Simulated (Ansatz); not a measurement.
One crystal and one scan (frozen-phonon scan) at two levels, PBE (plane waves to 420 eV, PAW, scalar-relativistic; Ansatz, an electronic-structure program) and r2SCAN (plane waves to 500 eV, PAW, scalar-relativistic; Ansatz), each from its own relaxed cell and on its own mesh. The cell shown is that of PBE.

Relaxed CaF2 (fluorite):

```
CELL_PARAMETERS angstrom
      0.00000     5.51096     5.51096
      2.75548     0.00000     2.75548
      2.75548     2.75548     0.00000
ATOMIC_POSITIONS crystal
  Ca 0.00000 0.00000 0.00000
  Ca 0.50000 0.00000 0.00000
  F  0.12500 0.25000 0.25000
  F  0.62500 0.25000 0.25000
  F  0.37500 0.75000 0.75000
  F  0.87500 0.75000 0.75000
```

The atoms are displaced by Q × the pattern below (from a DFPT mode at L = (0.5, 0.0, 0.0), largest move 1; Q in Å), at fixed cell. It is one choice among 2 degenerate patterns. (q is in reciprocal vectors of the primitive cell; the cell shown is doubled to hold the pattern.)

```
atom       x       y       z
----  ------  ------  ------
Ca1    0.285  -0.520   0.805
Ca2   -0.285   0.520  -0.805
F3     0.139  -0.253   0.391
F4    -0.139   0.253  -0.391
F5    -0.139   0.253  -0.391
F6     0.139  -0.253   0.391
```

CaF2 was relaxed with its symmetry unable to fall. Percentages come from the unrounded values. Both scans cover Q from -0.180 to 0.180 Å.

Results of PBE:

```
Property                                                                                                                                           Value
----------------------------------------------------------------------------------------  --------------------------------------------------------------
Lattice constant a (Å)                                                                                                                             5.511
Band gap of the relaxed cell, no spin-orbit coupling (eV)                                                                                           7.14
Energy at Q = 0.180 Å (meV/cell)                                                                                                                   110.1
Harmonic wavenumber from the curvature (finite differences) (cm⁻¹ (negative: imaginary))                                                             137
Space group of the distorted cell                                                                                        P-1 (No. 2), lowered from Fm-3m
Symmetry of the curve                                                                                                      even: the same for both signs
Shape of the curve                                                                        a single well with its minimum at or next to zero displacement
```

**Question.** What does r2SCAN give for the same quantities?

**Answer.** 
| quantity | r2SCAN | PBE − r2SCAN |
|---|---|---|
| Lattice constant a (Å) | 5.439 | +0.072 (+1.3 %) |
| Band gap of the relaxed cell, no spin-orbit coupling (eV) | 8.03 | -0.89 (-11 %) |
| Energy at Q = 0.180 Å (meV/cell) | 133.1 | -23.0 (-17 %) |
| Harmonic wavenumber from the curvature (finite differences) (cm⁻¹ (negative: imaginary)) | 145 | -8 (-6 %) |

PBE gives the higher value for: lattice constant a. PBE gives the lower value for: band gap of the relaxed cell, no spin-orbit coupling; energy at Q = 0.180 Å; harmonic wavenumber from the curvature. Both give the same space group of the distorted cell: P-1 (No. 2), lowered from Fm-3m.

(A displaced cell: forces are minus the slopes of the energy, force constants its curvatures, and phonons follow from these.)
